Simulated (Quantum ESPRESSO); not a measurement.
Crystal: C.

```
C
1.0
     0.00000    1.78337    1.78337
     1.78337    0.00000    1.78337
     1.78337    1.78337    0.00000
C
2
Direct
  0.75000 0.75000 0.75000
  0.50000 0.50000 0.50000
```

This isn't the form of C at room conditions, which is graphite.

Base run:

```yaml
Program: Quantum ESPRESSO 7.5
Functional: RPBE
Potentials_or_basis: SG15 PBE 1.2
Cutoff: 1197 eV
Density_cutoff: 4789 eV
k_mesh: 13 × 13 × 13
Occupations: fermi-dirac, width 0.05 eV
Spin: no spin polarisation
```

Its results: band gap on the k mesh 4.26 eV, indirect (least direct gap 5.61 eV); pressure 1.9 GPa.

Problem. The run is repeated on the same cell with these changes: functional from RPBE to PBEsol. What comes out?

Solution. Band gap on the k mesh 4.00 eV, indirect (least direct gap 5.54 eV); pressure -2.7 GPa.

PBEsol binds more tightly than RPBE, so the same cell stands under less pressure.

Caveats: the potentials were made for another functional, which shifts forces and pressure.
